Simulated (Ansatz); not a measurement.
System: PbO (honeycomb monolayer).

The cell holds 2 atoms: 1 Pb and 1 O. Its edges and angles: a = 3.617 Å, b = 3.617 Å, c = 25.000 Å, α = 90.0°, β = 90.0°, γ = 120.0°. Vacuum lies along c.

```
Pb O
1.0
     3.61688    0.00000    0.00000
    -1.80844    3.13231    0.00000
     0.00000    0.00000   25.00000
Pb O
1 1
Cartesian
  0.0000 2.0882 12.0406
  1.8084 1.0441 12.9594
```

The structure was relaxed with PBE. The runs that relaxed it are not among those shown. Spin-orbit coupling is left out unless a run names it. PAW set soft_2, made with PBE.

Gaps computed with Ansatz 0.2.0 without a self-energy: PBE 1.76 eV and r2SCAN 2.15 eV.

Question: What gap should G0W0 on PBE give (6×6×1 mesh, 376 empty bands, screening to 70 eV, default PAW files)?

About 2.97 eV: on its mesh the run moves the gap from 1.77 eV by +1.21 eV. Among the scalar-relativistic levels given, r2SCAN is nearest (−0.82 eV). Bands and cutoff are finite, so the gap is not at the basis limit. The miss can reach some tenths of an eV and take either sign; the mesh is an error of its own. The mesh in the plane is coarse for a sheet; gap and any exciton binding can still move on denser ones. The many-body steps are scalar-relativistic: spin-orbit coupling is not in them.

[Paths, hosts, dates, memory and timing lines, banners, echoed tables and standing remarks are left out of the program output.]

[Logs are printed without paths, hosts, clocks, repeated set-up lines and the standing remarks that a program may print on its own settings, such as how far it seeks lower states.]

[Runs of the session that timed out or met a known fault of the program may be left out.]

[Cells called generated may have been cut or substituted from an entry of the Crystallography Open Database or the Materials Project.]

[Hosts, paths, dates, database ids (printed as entryN), source tags and the programs' standing remarks are cut or masked in the printed files.]
